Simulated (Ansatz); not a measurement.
CsI:
```yaml
crystal:
  lattice:
    - [4.40138, 0.00000, 0.00000]
    - [0.00000, 4.40138, 0.00000]
    - [0.00000, 0.00000, 4.40138]
  atoms:
    - { symbol: Cs, position: [0.00000, 0.00000, 0.00000] }
    - { symbol: I, position: [0.50000, 0.50000, 0.50000] }
```

Relaxed with LDA.

### Question
Decompose the optical modes at the zone centre into irreducible representations, and say which are infrared and Raman allowed.

### Answer
Point group m-3m: Γ_opt = T1u. Infrared: T1u. Raman: none.

### Question
Assign frequencies (DFPT, LDA (plane waves, PAW; program Ansatz); without the LO–TO term).

### Answer
T1u 68 cm⁻¹.

Space group Pm-3m (CsCl type). Symmetry was held in the LDA relaxation; phonons on a q-mesh show no instability. Scalar-relativistic: spin–orbit coupling is off unless named, which matters more the heavier the elements.

Potentials: the later of the program's two PAW sets.
